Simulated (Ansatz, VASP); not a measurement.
One calculation of LiH, two programs

The input POSCAR:

```
LiH
1.0
    3.0813172786      0.0000000000      0.0000000000
   -1.5406586393      2.6684990404      0.0000000000
    0.0000000000      0.0000000000      4.0684421498
Li H
2 2
Direct
    0.3333333333      0.6666666667     -0.0625000000
    0.6666666667      0.3333333333      0.4375000000
    0.3333333333      0.6666666667      0.4375000000
    0.6666666667      0.3333333333      0.9375000000
```

INCAR.step1

```
SYSTEM = LiH
PREC = Accurate ; ENCUT = 520
ISMEAR = 0 ; SIGMA = 0.01
LREAL = .FALSE. ; LASPH = .TRUE.
NELM = 60 ; NBANDS = 12
GGA = PE ; ALGO = Normal
EDIFF = 1E-4 ; LWAVE = .TRUE.
LCHARG = .FALSE.
```

The input INCAR.step2:

```
SYSTEM = LiH
PREC = Accurate ; ENCUT = 520
EDIFF = 1E-6 ; ISMEAR = 0
SIGMA = 0.01 ; LREAL = .FALSE.
LASPH = .TRUE. ; NELM = 60
ALGO = Normal ; ISIF = 2
LWAVE = .FALSE. ; LCHARG = .FALSE.
METAGGA = R2SCAN ; LMIXTAU = .TRUE.
NBANDS = 12 ; ISTART = 1
```

The input KPOINTS:

```
regular mesh
0
G
  12 12 6
  0 0 0
```

Input for Ansatz:

```yaml
crystal:
  lattice:
    - [3.0813172786, 0.0, 0.0]
    - [-1.5406586393, 2.6684990404, 0.0]
    - [0.0, 0.0, 4.0684421498]
  atoms:
    - { symbol: Li, position: [0.3333333333, 0.6666666667, -0.0625] }
    - { symbol: Li, position: [0.6666666667, 0.3333333333, 0.4375] }
    - { symbol: H, position: [0.3333333333, 0.6666666667, 0.4375] }
    - { symbol: H, position: [0.6666666667, 0.3333333333, 0.9375] }
kpoints:
  mp_grid: { grid: [12, 12, 6] }
  band_path:
    path:
      - [0.0, 0.0, 0.0]
      - [0.5, 0.0, 0.0]
      - [0.3333333333, 0.3333333333, 0.0]
      - [0.0, 0.0, 0.5]
      - [0.5, 0.0, 0.5]
      - [0.3333333333, 0.3333333333, 0.5]
      - [-0.002604, 0.0, 0.0]
    npoints: 1
hamiltonian:
  xc: r2scan
scf:
  occupations: { method: fixed }
  n_extra_bands: 5
output:
  forces: true
  stress: true
  eigenvalues: true
```

Change from the starting cell: biaxial_xy strain -5.4%.

Alike in both runs: task single point; functional r2SCAN; k mesh 12 × 12 × 6; no spin polarisation.

|  | VASP | Ansatz |
| --- | --- | --- |
| version | VASP 6.6.1 | Ansatz 0.2.0 |
| potentials or method | VASP PAW PBE potentials, release 64 (Li_sv, H) | plane waves, PAW |
| plane-wave cutoff (eV) | 520 | 500 |
| occupations | gaussian, width 0.01 eV | fixed |
| valence electrons in the cell | 8 | 8 |

|  | VASP | Ansatz | Ansatz less VASP |
| --- | --- | --- | --- |
| gap on the k mesh at the Fermi level (eV) | 2.55 | 2.59 | +0.040 |

 A k mesh can miss the band edges.
